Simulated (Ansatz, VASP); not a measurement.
# In in VASP and in Ansatz

Contents of INCAR:

```
ALGO = Fast ; EDIFF = 1E-6
ENCUT = 520 ; GGA = PE
ISIF = 2 ; ISMEAR = 0
LASPH = T ; LCHARG = T
LELF = T ; LREAL = F
LVHAR = T ; LWAVE = F
NBANDS = 12 ; NELM = 100
PREC = Accurate ; SIGMA = 0.1
```

The input KPOINTS:

```
k-points
0
Gamma
  14 14 16
```

POSCAR

```
In
1.0
   -1.6347291945      1.6442488710      2.4639747225
    1.6194896625     -1.6037255700      2.4273213015
    1.6022061945      1.5712025700     -2.4373383855
In
1
Direct
    0.0000000000      0.0000000000      0.0000000000
```

Input for Ansatz:

```yaml
crystal:
  lattice:
    - [-1.6347291945, 1.644248871, 2.4639747225]
    - [1.6194896625, -1.60372557, 2.4273213015]
    - [1.6022061945, 1.57120257, -2.4373383855]
  atoms:
    - { symbol: In, position: [0.0, 0.0, 0.0] }
basis:
  ecutwfc: 420
kpoints:
  mp_grid: { grid: [14, 14, 16] }
hamiltonian:
  xc: pbe
scf:
  occupations: { method: gaussian, width: 0.1 }
output:
  forces: true
  stress: true
  eigenvalues: true
  write_density: true
  write_potential: true
  elf: true
  volumetric_format: npy
```

Alike in both runs: task single point; functional PBE; k mesh 14 × 14 × 16; occupations gaussian, width 0.1 eV; no spin polarisation.

|  | VASP | Ansatz |
| --- | --- | --- |
| version | VASP 6.6.1 | Ansatz 0.2.0 |
| potentials or method | VASP PAW PBE potentials, release 64 (In_d) | scalar-relativistic, plane waves, PAW |
| plane-wave cutoff (eV) | 520 | 420 |
| valence electrons in the cell | 13 | 13 |

```csv
,VASP,Ansatz,Ansatz less VASP
gap on the k mesh at the Fermi level (eV),none,none,-
pressure (GPa),3.6,3.6,+0.02
largest component of the traceless stress (GPa),0.21,0.20,-0.001
```

A gap of «none» marks a metal or a gap that the smearing closes.
